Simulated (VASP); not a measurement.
Here is a VASP 6.6.1 calculation.

Contents of INCAR:

```
PREC     = Accurate       # precision mode
ENCUT    = 520            # plane-wave cutoff, eV
EDIFF    = 1E-6           # SCF threshold, eV
ISMEAR   = 0              # smearing method
SIGMA    = 0.15           # smearing width, eV
LREAL    = False          # projectors in reciprocal space
LASPH    = True           # aspherical terms in the spheres
NELM     = 100            # most SCF steps
ALGO     = Fast           # electronic algorithm
ISIF     = 2              # what is computed and relaxed
LWAVE    = False          # write WAVECAR
LCHARG   = False          # write CHGCAR
GGA      = PS             # functional
NBANDS   = 20             # bands
```

The input KPOINTS:

```
regular mesh
0
Gamma
  27 27 14
```

The input POSCAR:

```
V
1.0
    2.4965740726      0.0000000000      0.0000000000
   -1.2482870363      2.1620965693      0.0000000000
    0.0000000000      0.0000000000      4.5028744387
V
2
Direct
    0.6666666667      0.3333333333      0.7500000000
    0.3333333333      0.6666666667      0.2500000000
```

Potentials or basis: VASP PAW PBE potentials, release 64 (V_sv).

Run with:

```console
$ cat potpaw_PBE.64/V_sv/POTCAR > POTCAR
$ mpirun -np 1 vasp_std > vasp.out
```

(1) Estimate the band gap on the k mesh.

(2) Estimate the pressure.

Results:

(1) none (metal or under the smearing width).

(2) 20.8 GPa.

Caveat: so large a pressure means that the cell lies far from this level's equilibrium, or that cutoff or potentials fall short; the potentials were made for another functional, which shifts forces and pressure.
